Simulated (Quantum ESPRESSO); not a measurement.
## HfO2: dielectric tensor and Born charges under several settings

```
CELL_PARAMETERS angstrom
3.55802 0.00000 0.00000
0.00000 3.55802 0.00000
0.00000 0.00000 5.17186
ATOMIC_POSITIONS crystal
Hf 0.00000 0.00000 0.00000
Hf 0.50000 0.50000 0.50000
O 0.00000 0.50000 0.19721
O 0.50000 0.00000 0.30279
O 0.50000 0.00000 0.80279
O 0.00000 0.50000 0.69721
```

Measurements of this composition are mostly on another form, of space group No. 14.

All runs used Quantum ESPRESSO 7.5; k mesh 6 × 6 × 4, shifted; given cell; no spin polarisation; cutoff 612 eV; occupations smeared at first, fixed for the response.

```tsv
level	potentials	pressure (GPa)	ε∞ (diagonal)	Born charge of atom 1 (e)
LDA	GBRV 1.5 LDA	-6.3	5.25, 5.25, 4.73	5.28
PBE	GBRV 1.5 PBE	8.2	5.14, 5.14, 4.64	5.28
PBEsol	GBRV 1.5 PBEsol	0.0	5.22, 5.22, 4.71	5.27
WC	GBRV 1.5 PBE	1.2	5.24, 5.24, 4.72	5.27
BLYP	GBRV 1.5 PBE	?	?	?
AM05	GBRV 1.5 PBE	0.9	5.25, 5.25, 4.73	5.29
```

**Question.** What stands in the row left open?

**Answer.** Pressure 15.6 GPa; ε∞ 5.07, 5.07, 4.58; Born charge of atom 1 5.28 e.

Caveats: the cell is more than 3 GPa from zero pressure, which shifts response properties (some runs); the potentials were made for another functional, which shifts forces and pressure (some runs).

For the row left open. Caveat: the potentials were made for another functional, which shifts forces and pressure; the cell is more than 3 GPa from zero pressure, which shifts response properties.
